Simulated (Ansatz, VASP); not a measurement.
**Two plane-wave programs on CdSe**

```xyz
2
Lattice="0.0000 3.0703 3.0703 3.0703 0.0000 3.0703 3.0703 3.0703 0.0000" Properties=species:S:1:pos:R:3 pbc="T T T"
Cd    0.0000   -0.2000    0.0000
Se    4.6054    4.6054    4.6054
```

Measurements of this composition are mostly on another form, of space group No. 186.

Alike in both runs: task single point; functional PBE; k mesh 6 × 6 × 6; no spin polarisation.

|  | VASP | Ansatz |
| --- | --- | --- |
| version | VASP 6.6.1 | Ansatz 0.2.0 |
| potentials or method | VASP PAW PBE potentials, release 64 (Cd, Se) | plane waves, PAW |
| plane-wave cutoff (eV) | 520 | 435 |
| occupations | gaussian, width 0.01 eV | fixed |
| valence electrons in the cell | 18 | 36 |

|  | VASP | Ansatz | Ansatz less VASP |
| --- | --- | --- | --- |
| rms of the force components (eV/Å) | 0.522 | 0.507 | -0.0155 |

Atom by atom the forces differ by 0.016 eV/Å (rms over components). The two sets of potentials don't hold the same shells in valence.
